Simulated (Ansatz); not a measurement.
Infrared modes and screening in LiCl (P6_3mc)

Perturbation theory with PBEsol in the PAW code Ansatz on the PBEsol cell, ground state and force constants on a 6×6×4 mesh. (Simulation; spin polarisation is off.)

Space group P6_3mc (No. 186), hexagonal; conventional cell a = 3.879 Å, c = 6.178 Å, 20.13 Å³ an atom. Li is surrounded by 4 Cl at 2.35–2.36 Å; Cl is surrounded by 4 Li at 2.35–2.36 Å.

```
Li Cl
1.0
     3.87901    0.00000    0.00000
    -1.93950    3.35932    0.00000
     0.00000    0.00000    6.17773
Li Cl
2 2
Direct
  0.66667 0.33333 0.87857
  0.33333 0.66667 0.37857
  0.66667 0.33333 0.49643
  0.33333 0.66667 0.99643
```

Optical modes without the longitudinal term:
```csv
ω (cm⁻¹),degeneracy,"IR intensity, summed over the level ((D/Å)²/amu)"
71,2,0.00
185,1,0.00
311,1,8.42
326,2,0.00
331,2,16.17
369,1,0.00
```

All optical modes at Γ are real, from 71 to 369 cm⁻¹ without the longitudinal term; this says nothing of other wave vectors. With the long-range field the highest mode reaches 441 cm⁻¹. Of the real levels 2 are infrared active, the strongest at 331 cm⁻¹.

The clamped-ion dielectric constant comes out as 2.52 along x and y, 2.55 along z. With the ions relaxed, ε⁰ is 4.5 along x and y, 4.9 along z. Born charges, averaged over directions: Li +1.02, Cl -1.02 e.

For comparison, on the r2SCAN cell the mean ε∞ is 2.39 with r2SCAN (ground state on 6×6×4; least gap 6.69 eV), 2.47 with PBE (ground state on 6×6×4; least gap 6.02 eV).
